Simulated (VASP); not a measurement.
**Input and output of a VASP PBE single-point calculation on SiC (distorted wurtzite)**

INCAR

```
NBANDS = 16
LWAVE = .FALSE.
ISMEAR = -1
GGA = PE
IBRION = -1
SIGMA = 0.02
PREC = Accurate
ENCUT = 520
LASPH = .TRUE.
ISIF = 2
NSW = 0
EDIFF = 1E-7
LCHARG = .FALSE.
NELM = 120
LREAL = .FALSE.
```

KPOINTS

```
KPOINTS created by Atomic Simulation Environment
0
Gamma
8 8 4
0 0 0
```

POSCAR

```
Si C
 1.0000000000000000
     3.1055000000000001   -0.0159000000000000   -0.0740000000000000
    -1.5665000000000000    2.6456000000000000    0.0749000000000000
    -0.1215000000000000    0.0718000000000000    4.9706999999999999
 Si  C
   2   2
Cartesian
  0.0452371000000000  1.7078625399999998  0.1335166400000000
  1.6099187500000001  0.7934805200000000  2.3218537100000001
 -0.0587168500000001  1.6337536200000000  1.9940002900000000
  1.3583877500000001  1.1559161999999998  4.3435488700000002
```

VASP ran with the recommended PBE PAW datasets (16 valence electrons in the cell).

Command

```
mpirun -np 1 vasp_std
```

OSZICAR

```
N       E                     dE             d eps       ncg     rms          rms(c)
DAV:   1     0.269566828561E+02    0.26957E+02   -0.72065E+03  4224   0.897E+02
DAV:   2    -0.299848833724E+02   -0.56942E+02   -0.51960E+02  5936   0.159E+02
DAV:   3    -0.324802957152E+02   -0.24954E+01   -0.24850E+01  5480   0.310E+01
DAV:   4    -0.324981558838E+02   -0.17860E-01   -0.17858E-01  5408   0.322E+00
DAV:   5    -0.324983289433E+02   -0.17306E-03   -0.17306E-03  5496   0.300E-01    0.131E+01
DAV:   6    -0.285777351074E+02    0.39206E+01   -0.68281E+00  5464   0.165E+01    0.586E+00
DAV:   7    -0.284950884663E+02    0.82647E-01   -0.11113E+00  5936   0.635E+00    0.257E+00
DAV:   8    -0.284750509626E+02    0.20038E-01   -0.38547E-02  5176   0.135E+00    0.819E-01
DAV:   9    -0.284739583211E+02    0.10926E-02   -0.61834E-03  6136   0.607E-01    0.152E-01
DAV:  10    -0.284741598421E+02   -0.20152E-03   -0.68291E-04  5112   0.176E-01    0.781E-02
DAV:  11    -0.284742268695E+02   -0.67027E-04   -0.95947E-05  5376   0.703E-02    0.186E-02
DAV:  12    -0.284742267533E+02    0.11626E-06   -0.59981E-06  5912   0.226E-02    0.998E-03
DAV:  13    -0.284742277867E+02   -0.10334E-05   -0.25087E-06  4912   0.108E-02    0.329E-03
DAV:  14    -0.284742278886E+02   -0.10194E-06   -0.14747E-07  4664   0.302E-03    0.133E-03
DAV:  15    -0.284742279441E+02   -0.55506E-07   -0.46198E-08  2712   0.161E-03
   1 F= -.28474228E+02 E0= -.28474228E+02  d E =-.320349E-10
```

From OUTCAR

```
k-points           NKPTS =    132   k-points in BZ     NKDIM =    132   number of bands    NBANDS=     16

   NELECT =      16.0000    total number of electrons

   dimension x,y,z NGX =    24 NGY =   24 NGZ =   40
   dimension x,y,z NGXF=    48 NGYF=   48 NGZF=   80

  energy-cutoff  :      520.00
  volume of cell :       40.68
      direct lattice vectors                 reciprocal lattice vectors
     3.105500000 -0.015900000 -0.074000000     0.323110530  0.191173241  0.005136438
    -1.566500000  2.645600000  0.074900000     0.001812082  0.379212874 -0.005433302
    -0.121500000  0.071800000  4.970700000     0.004782919 -0.002868052  0.201337246

 k-points in reciprocal lattice and weights: KPOINTS created by Atomic Simulation Env
   0.00000000  0.00000000  0.00000000       0.004
   0.12500000  0.00000000  0.00000000       0.008
   0.25000000  0.00000000  0.00000000       0.008
   0.37500000  0.00000000  0.00000000       0.008
   0.50000000  0.00000000  0.00000000       0.004
  -0.00000000  0.12500000  0.00000000       0.008
   0.12500000  0.12500000  0.00000000       0.008
   0.25000000  0.12500000  0.00000000       0.008
   ...

 E-fermi :  10.0947

 k-point     1 :       0.0000    0.0000    0.0000
  band No.  band energies     occupation
      1      -7.5438      2.00000
      2      -3.4417      2.00000
      3      -0.1073      2.00000
      4       5.7666      2.00000
      5       6.7020      2.00000
      6       7.7954      2.00000
      7       9.1721      2.00000
      8       9.6856      2.00000
      9      12.6340      0.00000
     10      14.2337      0.00000
     11      14.9233      0.00000
     12      15.4072      0.00000
     13      16.0872      0.00000
     14      16.8641      0.00000
     15      17.9892      0.00000
     16      18.8684      0.00000

 k-point     2 :       0.1250    0.0000    0.0000
  band No.  band energies     occupation
      1      -7.2739      2.00000
      2      -3.2133      2.00000
      3       0.1473      2.00000
      4       4.6547      2.00000
      5       6.2447      2.00000
      6       7.2369      2.00000
      7       8.6101      2.00000
      8       9.3201      2.00000
      9      13.2877      0.00000
     10      14.3099      0.00000
     11      15.1046      0.00000
     12      15.6510      0.00000
     13      15.9418      0.00000
     14      17.0460      0.00000
     15      17.5604      0.00000
     16      18.5524      0.00000

 k-point     3 :       0.2500    0.0000    0.0000
  band No.  band energies     occupation
      1      -6.4814      2.00000
      2      -2.5886      2.00000
      3       0.8224      2.00000
      4       2.5246      2.00000
      5       5.1566      2.00000
      6       5.8485      2.00000
      7       7.5875      2.00000
      8       8.5728      2.00000
      9      12.4372      0.00000
     10      14.2473      0.00000
     11      15.2653      0.00000
     12      16.1274      0.00000
     13      16.4171      0.00000
     14      17.1946      0.00000
     15      17.8947      0.00000
     16      19.1839      0.00000

 k-point     4 :       0.3750    0.0000    0.0000
  band No.  band energies     occupation
      1      -5.2483      2.00000
      2      -2.0451      2.00000
      3       0.4062      2.00000
      4       2.2505      2.00000
      5       3.4271      2.00000
      6       5.0735      2.00000
      7       6.2360      2.00000
      8       7.8073      2.00000
      9      11.4695      0.00000
     10      13.4914      0.00000
     11      14.9719      0.00000
     12      15.8902      0.00000
     13      17.1300      0.00000
     14      17.9556      0.00000
     15      19.3465      0.00000
     16      20.8363      0.00000

 k-point     5 :       0.5000    0.0000    0.0000
  band No.  band energies     occupation
      1      -4.2031      2.00000
      2      -2.5981      2.00000
      3       0.4436      2.00000
      4       1.9976      2.00000
      5       3.4599      2.00000
      6       4.8133      2.00000
      7       5.1014      2.00000
      8       7.5473      2.00000
      9      11.1226      0.00000
     10      13.2511      0.00000
     11      14.8077      0.00000
     12      15.6941      0.00000
     13      17.5293      0.00000
     14      18.5569      0.00000
     15      19.1185      0.00000
     16      21.4648      0.00000

 k-point     6 :      -0.0000    0.1250    0.0000
  band No.  band energies     occupation
      1      -7.2734      2.00000
      2      -3.2065      2.00000
      3       0.1465      2.00000
      4       5.1094      2.00000
      5       5.7471      2.00000
      6       7.5058      2.00000
      7       8.4857      2.00000
      8       9.1401      2.00000
      9      12.8308      0.00000
     10      14.8540      0.00000
     11      15.0750      0.00000
     12      15.5184      0.00000
     13      15.9570      0.00000
     14      16.5710      0.00000
     15      17.9325      0.00000
     16      18.2250      0.00000

 k-point     7 :       0.1250    0.1250    0.0000
  band No.  band energies     occupation
      1      -6.7370      2.00000
      2      -2.7599      2.00000
      3       0.6291      2.00000
      4       3.3940      2.00000
      5       5.0534      2.00000
      6       6.7618      2.00000
      7       7.4565      2.00000
      8       8.6903      2.00000
      9      13.3275      0.00000
     10      14.0447      0.00000
     11      14.8101      0.00000
     12      15.6473      0.00000
     13      16.0428      0.00000
     14      16.4222      0.00000
     15      18.3495      0.00000
     16      18.8112      0.00000

 k-point     8 :       0.2500    0.1250    0.0000
  band No.  band energies     occupation
      1      -5.7152      2.00000
      2      -2.0663      2.00000
      3       0.9865      2.00000
      4       2.0101      2.00000
      5       3.8521      2.00000
      6       5.0214      2.00000
      7       6.7871      2.00000
      8       7.5798      2.00000
      9      12.8948      0.00000
     10      13.4313      0.00000
     11      15.1337      0.00000
     12      15.6290      0.00000
     13      16.1673      0.00000
     14      17.1561      0.00000
     15      19.7758      0.00000
     16      20.2201      0.00000

 k-point     9 :       0.3750    0.1250    0.0000
  band No.  band energies     occupation
      1      -4.4129      2.00000
      2      -2.1880      2.00000
      3       0.4402      2.00000
      4       2.3888      2.00000
      5       3.2237      2.00000
      6       3.9630      2.00000
      7       5.5590      2.00000
      8       6.8472      2.00000
      9      12.2110      0.00000
     10      12.9758      0.00000
     11      15.1444      0.00000
     12      16.0205      0.00000
     13      17.4428      0.00000
     14      18.2877      0.00000
     15      20.0701      0.00000
     16      20.4519      0.00000

 k-point    10 :       0.5000    0.1250    0.0000
  band No.  band energies     occupation
      1      -4.4260      2.00000
      2      -2.2401      2.00000
      3       0.5035      2.00000
      4       2.3756      2.00000
      5       3.2900      2.00000
      6       3.8857      2.00000
      7       5.3575      2.00000
      8       6.9747      2.00000
      9      12.2058      0.00000
     10      13.1414      0.00000
     11      15.2626      0.00000
     12      16.5573      0.00000
     13      17.2876      0.00000
     14      18.0772      0.00000
     15      19.9555      0.00000
     16      21.1307      0.00000

 k-point    11 :      -0.3750    0.1250   -0.0000
  band No.  band energies     occupation
      1      -5.7387      2.00000
      2      -2.1480      2.00000
      3       0.9740      2.00000
      4       2.1342      2.00000
      5       3.9448      2.00000
      6       4.5444      2.00000
      7       6.7069      2.00000
      8       7.7786      2.00000
      9      12.8786      0.00000
     10      13.9653      0.00000
     11      15.4188      0.00000
     12      16.4123      0.00000
     13      16.5401      0.00000
     14      17.4569      0.00000
     15      19.1566      0.00000
     16      19.8031      0.00000

 k-point    12 :      -0.2500    0.1250    0.0000
  band No.  band energies     occupation
      1      -6.7551      2.00000
      2      -2.8033      2.00000
      3       0.6184      2.00000
      4       3.3316      2.00000
      5       5.1781      2.00000
      6       5.9089      2.00000
      7       7.9754      2.00000
      8       8.8186      2.00000
      9      13.9660      0.00000
     10      14.0945      0.00000
     11      15.2048      0.00000
     12      15.7421      0.00000
     13      16.5534      0.00000
     14      17.2741      0.00000
     15      18.0760      0.00000
     16      18.7767      0.00000

 ...

  Total        5.5343225      1.7421193      2.1701459      1.5638769     -0.7809498      0.2034261
  in kB      217.9526047     68.6081144     85.4646539     61.5885753    -30.7553520      8.0113252
  external PRESSURE =     124.0084577 kB  Pullay stress =       0.0000000 kB

 POSITION                                       TOTAL-FORCE (eV/Angst)
 -----------------------------------------------------------------------------------
      0.04524      1.70786      0.13352        -3.088800      2.488173     -2.134546
      1.60992      0.79348      2.32185        -3.645841     -0.817033      4.564509
     -0.05872      1.63375      1.99400         3.332183      1.648066     -2.129162
      1.35839      1.15592      4.34355         3.402458     -3.319206     -0.300801
 -----------------------------------------------------------------------------------
    total drift:                               -0.000056     -0.000085     -0.000045

  FREE ENERGIE OF THE ION-ELECTRON SYSTEM (eV)
  ---------------------------------------------------
  free  energy   TOTEN  =       -28.4742279441 eV

  energy  without entropy=      -28.4742279441  energy(sigma->0) =      -28.47422794
```

- gap between bands v and c on the k mesh: 0.78 eV
- least direct gap on the k mesh: 2.86 eV
- pressure: 12.4 GPa
- largest force: 5.90 eV/Å

Band v is the last that the valence electrons fill when counted band by band, and c is the next.

The run took about 27 s on one core of a shared host (Intel Xeon 6975P-C) and held 0.2 GiB at most.
